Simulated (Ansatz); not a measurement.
The geometry is COD entry 1539196, unchecked; take it as a test cell.

Input and log of a run on N: DFT, PBEsol, all-electron LAPW, scalar-relativistic (Ansatz 0.2.0).

Command: `ansatz run input.yaml --threads 1 --pin off --max-ram 3072MiB --backend cpu --events-out ev --progress --plain --runs-dir out` The run took 7.2 s on 1 thread of Arm Neoverse V2, with other jobs on the host, peak memory 0.23 GiB.

```yaml
crystal:
  lattice:
    - [3.6290016496, 0.0, 0.0]
    - [-1.8145008248, 3.142807619, 0.0]
    - [0.0, 0.0, 5.89]
  atoms:
    - { symbol: "N", position: [0.3333333333, 0.6666666667, 0.25] }
    - { symbol: "N", position: [0.6666666667, 0.3333333333, 0.75] }
kpoints:
  mp_grid: { grid: [10, 10, 5] }
  band_path:
    path:
      - [0.0, 0.0, 0.0]
      - [0.5, 0.0, 0.0]
      - [0.3333333333, 0.3333333333, 0.0]
      - [0.0, 0.0, 0.0]
      - [0.0, 0.0, 0.5]
      - [0.5, 0.0, 0.5]
      - [0.3333333333, 0.3333333333, 0.5]
      - [0.0, 0.0, 0.5]
      - [0.5, 0.0, 0.5]
    npoints: 14
scf:
  occupations: { method: fermi_dirac, width: 0.02 }
hamiltonian:
  xc: pbesol
  pseudopotentials: { kind: all_electron, lapw: { basis_error: 0.0005 } }
output:
  forces: true
  stress: true
  eigenvalues: true
  fatbands: true
  populations: true
  dos: { projected: true, de: 0.2, e_range: [-14, 8] }
```

Output:

```
N: projections on atomic orbitals take those of the free atom 1s2 2s2 2p3, of charge +0.00 (hamiltonian.pseudopotentials.projection_atoms)
LAPW: plane waves up to 5.561 Å⁻¹, error target 5.0e-4 eV per atom; small_component_spin mean_spin; N in spheres of 1.807 Å, 5 of its electrons in bands, Dirac shells []
Engine: ansatz 0.2.0
Pseudopotentials: kind: all_electron
Pseudopotential: N, LAPW, valence charge 5, Koelling and Harmon's equation, gaussian nucleus
Functional definition: PBEsol
  exchange = pbesol_x
  correlation = pbesol_c
Crystal: 2 atoms, lattice volume = 67.177 Å³
Basis set: ecut = 117.80405992331957 eV, 197 PW (Γ), exchange–correlation at level 2
Bands: 9, of which v1, the nominal top of the filled ones, is band 5 counted from 1 (4 counted from 0)
Symmetry: 24 space group operations
Space group: P63/mmc (ITA 194), of the structure as read, at distance tolerance 4.1e-5 Å
k-points: 42 of 500
Non-local potential: N, projectors of the file, none
Initial density: superposition of atomic densities (chi_scale 0.1, normalization cell)
Initial wavefunctions: plane waves of lowest kinetic energy (no species holds an atomic orbital)
Functional: x = pbesol(κ = 0.804, μ = 0.12345679012345678), c = pbesol(β = 0.046)
iter 1 solved again at ethr=2.63e-5 eV; its pass at ethr=1.00e-1 eV (dr2=2.63e-3 eV) is discarded
SCF iter   1: F=—  HF=-2953.966353 eV  |F-HF|=—  |Δ(HF+E_count)|=         —  Δρ=2.14e-3  dr2=2.70e-3  ethr=2.63e-5  ⟨swp⟩=3.8  Hψ=3195  notcnv=0
preconditioner: auto → LDOS  [metal: Δε(μ)=0.007 eV  Ē_g=7.395 eV  σ=0.020 eV  W_gap=0.09  n_scr=2 (ndim 8)  ℏωp=14.3 eV  f_vac=0.090  D(μ)=11.72/eV (n_scr^D=196)  β→1.0]
SCF iter   2: F=—  HF=-2953.886236 eV  |F-HF|=—  |Δ(HF+E_count)|=   8.01e-2  Δρ=2.78e-3  dr2=4.36e-3  ethr=2.63e-5  ⟨swp⟩=3.0  Hψ=1535  notcnv=0
SCF iter   3: F=—  HF=-2953.907967 eV  |F-HF|=—  |Δ(HF+E_count)|=   2.17e-2  Δρ=7.89e-4  dr2=3.76e-4  ethr=2.63e-5  ⟨swp⟩=3.0  Hψ=1496  notcnv=0
iter 4 solved again at ethr=1.43e-7 eV; its pass at ethr=3.76e-6 eV (dr2=1.43e-5 eV) is discarded
SCF iter   4: F=—  HF=-2953.910911 eV  |F-HF|=—  |Δ(HF+E_count)|=   2.94e-3  Δρ=1.44e-4  dr2=1.43e-5  ethr=1.43e-7  ⟨swp⟩=2.0  Hψ=2225  notcnv=0
SCF iter   5: F=—  HF=-2953.911016 eV  |F-HF|=—  |Δ(HF+E_count)|=   1.05e-4  Δρ=1.73e-5  dr2=2.94e-7  ethr=1.43e-7  ⟨swp⟩=3.0  Hψ=1376  notcnv=0
SCF iter   6: F=—  HF=-2953.911018 eV  |F-HF|=—  |Δ(HF+E_count)|=   2.08e-6  Δρ=3.44e-6  dr2=1.25e-8  ethr=2.94e-9  ⟨swp⟩=3.0  Hψ=1360  notcnv=0
SCF iter   7: F=-2953.911018 eV  HF=-2953.911018 eV  |F-HF|=9.55e-9  |Δ(HF+E_count)|=   1.83e-8  Δρ=1.26e-6  dr2=8.38e-10  ethr=1.25e-10  ⟨swp⟩=3.0  Hψ=1245  notcnv=0
SCF 1 converged in 7 iterations: F = -2953.911018 eV  dr2 = 8.38e-10
NSCF: frozen V_eff on 113 k-points
SCF converged after 7 iterations
Free energy (F): -2953.911018 eV
Harris-Foulkes:  -2953.911018 eV  (|F-HF|=9.55e-9)
Internal energy: -2953.895491 eV  (E = F + TS)
E sigma→0 (E₀):  -2953.903255 eV
Entropy (-TS):   -0.015527 eV (-7.764 meV/atom)
Fermi energy:    -4.178258 eV
--- Per-component energies (eV) ---
  E_band       = -90.653278
  E_kinetic    = 2936.941473
  E_xc         = -343.528491
  E_electrostatic = -5547.308473  (all electrons and nuclei)
  E_smearing   = -0.015527  (= −TS)
  E_closure    = 0.000000  (closes the sum)
  E_atoms      = -2951.984299  (free atoms, spherical and without spin; not in F)
  Σ components = -2953.911018   (vs F -2953.911018, Δ=0.00e0)
  Basis errors (estimates in eV, not in F): energy 5.2e-5 per atom: plane waves 4.9e-5 (3.4e-5 summed), levels above the bands 7.8e-193, relativity 3.9e-10, radial functions 2.8e-6, core shells 1.2e-11; eigenvalues (radial functions only) 7.2e-5; not estimated: angular momenta, meshes, grids; target (lapw.basis_error) 5.0e-4; muffin-tin radii N 1.807 Å
--- Forces (eV/Å), atoms counted from 1 ---
  atom   1  N      0.00000000    -0.00000000     0.00000000
  atom   2  N      0.00000000     0.00000000     0.00000000
  max |Σ_I F_I| component: 2.89e-18 eV/Å
--- Stress (GPa, compression-positive) ---
       -7.715284       0.000000       0.000000
        0.000000      -7.715284       0.000000
        0.000000       0.000000      -7.741702
  P = ⅓ Tr σ = -7.7241 GPa (-77.241 kbar)
--- Band table (eV; the first three rows and the last of 42) ---
  k-point 0: bands = ["-16.0669", "-15.7343", "-5.1250", "-3.8928", "-3.8928", "-3.7585", "-3.7585", "-3.7447", "2.7496"]
  k-point 1: bands = ["-16.0367", "-15.7678", "-5.0100", "-3.9005", "-3.8800", "-3.8800", "-3.7714", "-3.7714", "3.0041"]
  k-point 2: bands = ["-15.9563", "-15.8537", "-4.6964", "-4.2769", "-3.8466", "-3.8466", "-3.8051", "-3.8051", "3.6784"]
  k-point 41: bands = ["-15.6742", "-15.6614", "-4.8110", "-4.8098", "-4.5417", "-4.4171", "-3.9722", "-3.9316", "6.8785"]
--- Löwdin populations: 2 sites ---
  site symbol       q [e]
     0      N      6.9995
     1      N      6.9995
  spilling = 0.000074 (of n_electrons = 14.000000)
```
